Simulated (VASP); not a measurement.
Pd, 1 atom in the cell. It takes space group Fm-3m (No. 225, cubic). Conventional cell: a = 3.841 Å, b = 3.841 Å, c = 3.841 Å, α = 90.00°, β = 90.00°, γ = 90.00°. Around Pd (site symmetry m-3m) lie 12 Pd at 2.72 Å. 

* Program: VASP 6.6.1
* Task: relaxation of cell and atoms
* Functional: LDA
* Potentials or basis: VASP PAW LDA potentials, release 64 (Pd)
* Cutoff: 600 eV
* k mesh: 16 × 16 × 16
* Occupations: methfessel-paxton, width 0.1 eV
* Spin: no spin polarisation
* Further INCAR settings: ALGO = Normal; EDIFF = 1e-07; IBRION = 2; EDIFFG = -0.005; NSW = 90; ISIF = 3

Potentials or basis: VASP PAW LDA potentials, release 64 (Pd).

The run is started by

```console
$ cat potpaw_LDA.64/Pd/POTCAR > POTCAR
$ mpirun -np 1 vasp_std > vasp.out
```

Hardware: 1 thread of Intel(R) Xeon(R) 6975P-C (Granite Rapids), on a shared host.

Problem. Estimate the wall time of this run.

Solution. Run time: 8.5 s on 1 thread of Intel(R) Xeon(R) 6975P-C (Granite Rapids), with other jobs on the host, peak memory 0.14 GiB. Counts: scf iterations 11, k points 145, ion steps 1.
